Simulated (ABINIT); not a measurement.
A run of ABINIT 10.8.3 (patched build):

Contents of run.abi:

```
# Pseudopotentials
pp_dirpath "./"
pseudos "Cd.upf, S.upf"

# Structure
acell 3*1.0 Angstrom
rprim
     4.1500000000     0.0000000000     0.0000000000
    -2.0750000000     3.5940054257     0.0000000000
     0.0000000000     0.0000000000     6.7370000000
ntypat 2
znucl 48 16
natom 4
typat 1 1 2 2
xred
     0.6666666667     0.3333333333     0.5000000000
     0.3333333333     0.6666666667     0.0000000000
     0.6666666667     0.3333333333     0.8750000000
     0.3333333333     0.6666666667     0.3750000000

# Plane-wave basis
ecut 47.0

# k points
kptopt 1
ngkpt 5 5 3
nshiftk 1
shiftk 0.0 0.0 0.0

# Exchange and correlation
ixc 7

# Bands and occupations
nband 32
occopt 3
tsmear 0.00183747

# SCF cycle
nstep 100
tolvrs 1.0e-10

# Output
iomode 3
prtwf 0
prtden 0
prteig 0
prtebands 0
enunit 1
```

Potentials or basis: PseudoDojo NC SR LDA v0.4.1 standard.

The run is started by

```sh
$ abinit run.abi > log 2>&1
```

Hardware: 1 thread of AMD EPYC 7R43 64-Core Processor (Zen 3), on a shared host.

How long does it take, and how much memory?

Run time: 5.3 min on 1 thread of AMD EPYC 7R43 64-Core Processor (Zen 3), on a shared host, peak memory 0.14 GiB. Counts: scf iterations 16, k points 10, bands 32, plane waves 10457.
